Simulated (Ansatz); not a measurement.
## Mixing energy, order and entropy in Ti3Al

Theory: DFT PBE, scalar-relativistic, plane waves, PAW (Ansatz 0.2.0).

Plane waves to 420 eV, a k mesh through Γ of 6×6×6 on the computed 16-atom cell and Gaussian smearing (0.10 eV); no spin polarisation.

Cells of 16 atoms on a fcc lattice, 12 Ti, 4 Al, each occupation relaxed without symmetry on a coarser mesh and computed once more. α is the first-shell Warren–Cowley parameter of unlike pairs (negative: unlike neighbours in excess, 0: random). ΔH counts from the elements in their standard crystals. 1 further occupation drawn came out the same as one of these and is left out.

```
cell      α  ΔH (meV/atom) V (Å³/atom) rms shift from sites (Å)
   1   0.00           -135        17.01                      0.03
   2  -0.17           -203        16.77                      0.03
```

**Question.** Weigh the mixing energy against the ideal entropy.

**Answer.** Ideal mixing gives S = −k_B Σ x ln x = 0.562 k_B per atom (4.7 J/(mol K)), worth 48 meV/atom at 1000 K. The cell nearest to random, 1, has ΔH = -135 meV/atom. It is already below the pure elements, so the rivals are ordered compounds, not the elements: strong attraction usually means ordering on cooling. ΔH includes the cost of putting the elements on this lattice where they prefer another, and what the coarser relaxation leaves, which can only raise it; vibrational entropy is left out.

**Question.** Does the alloy prefer like or unlike neighbours?

**Answer.** Across α from -0.17 to 0.00 the energy spans 67 meV/atom, a slope of 403 meV/atom per unit of α. Lower α is lower in energy: unlike neighbours are favoured, a tendency to order, which fits the negative ΔH. With 2 cells this is a hint: farther shells and local relaxation also differ between them.

The final mesh leaves forces up to 0.09 eV/Å and stresses up to 0.4 GPa.

Cost: 5 runs of about 29 core-minutes in all (earlier runs that led there not counted), on Arm Neoverse V1 (shared hosts).